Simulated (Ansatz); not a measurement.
**AlGa3N4: the gap against volume**

AlGa3N4, Pm, a = 5.139 Å, b = 3.163 Å, c = 5.477 Å, β = 90.0°. The structure is a Materials Project entry; whether it is the stable form wasn't checked. Ansatz: r2SCAN, PAW, 500 eV, Γ-centred 6×8×4 mesh on 8 atoms, Gaussian smearing 0.02 eV; no spin polarisation. Shape and atoms are relaxed at each volume; x = ln(V/V0) with V0 = 11.130 Å³/atom. The gap is read at the mesh points alone.

```
      x gap y (eV)
-0.1278       3.821
-0.0943       3.575
-0.0619       3.338
-0.0305       3.109
 0.0000       2.886
 0.0296       2.671
 0.0583       2.463
 0.0953           ?
```

Question: Fit a straight line to the other rows, give the volume deformation potential of the gap and its pressure coefficient, and predict the missing gap. B0 = 200.4 GPa.

Answer: Means x = -0.03237, y = 3.1233; Σ(Δx)² = 0.02693, ΣΔxΔy = -0.1965; the slope is their ratio. y = 2.8871 − 7.2976 x. The slope is the deformation potential a = dE_g/d ln V = -7.30 eV, and dE_g/dP = −a/B0 = 36.4 meV/GPa. At x = 0.0953 the fit asked for gives 2.192 eV. The run gave 2.198 eV, so the fit is 0.006 eV too low, a small miss on the scale of the series.

Semilocal functionals give gaps under the measured ones; changes of the gap mostly carry over better.